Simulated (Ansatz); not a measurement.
**Cu3Au: pressure against volume**

Cu3Au, Pm-3m, a = 3.780 Å. The structure is a COD entry; whether it is the stable form wasn't checked. Ansatz: PBE, PAW, 420 eV, Γ-centred 12×12×12 mesh on 4 atoms, Gaussian smearing 0.10 eV; no spin polarisation. Symmetry fixes shape and atoms, so the cell is only scaled; pressure is positive in compression.

```
V (Å³/atom) P (GPa)
     11.885        ?
     12.290    17.20
     12.695    10.38
     13.100     4.71
     13.506     0.02
     13.911    -3.87
     14.316    -7.08
     14.856   -10.50
```

Task: Take V0 = 13.506 Å³/atom, count pressures from its P0 = 0.02 GPa, fit the third-order Birch–Murnaghan form to the other rows, and predict the missing pressure.

Result: With the Eulerian strain f = ½[(V0/V)^(2/3) − 1] and y = (P − P0)/[3f(1 + 2f)^(5/2)], the form is the line y = B0 + 1.5 B0 (B0′ − 4) f. Rows (f, y): 0.03246, 150.8; 0.02107, 147.8; 0.01028, 144.5; -0.00975, 139.7; -0.01904, 137.0; -0.03077, 133.6. Means f = 0.0007083, y = 142.23; Σ(Δf)² = 0.003005, ΣΔfΔy = 0.8087; the slope is their ratio. y = 142.0 + 269.1 f GPa, so B0 = 142.0 GPa and B0′ = 4 + 2 × (269.1)/(3 × 142.0) = 5.26. At V = 11.885, f = 0.04449, y = 153.97 and P = 25.45 GPa. The run gave 25.41 GPa, so the fit is 0.04 GPa too high, a small miss on the scale of the series.

Spin–orbit coupling is left out, which can shift energies with elements as heavy as these.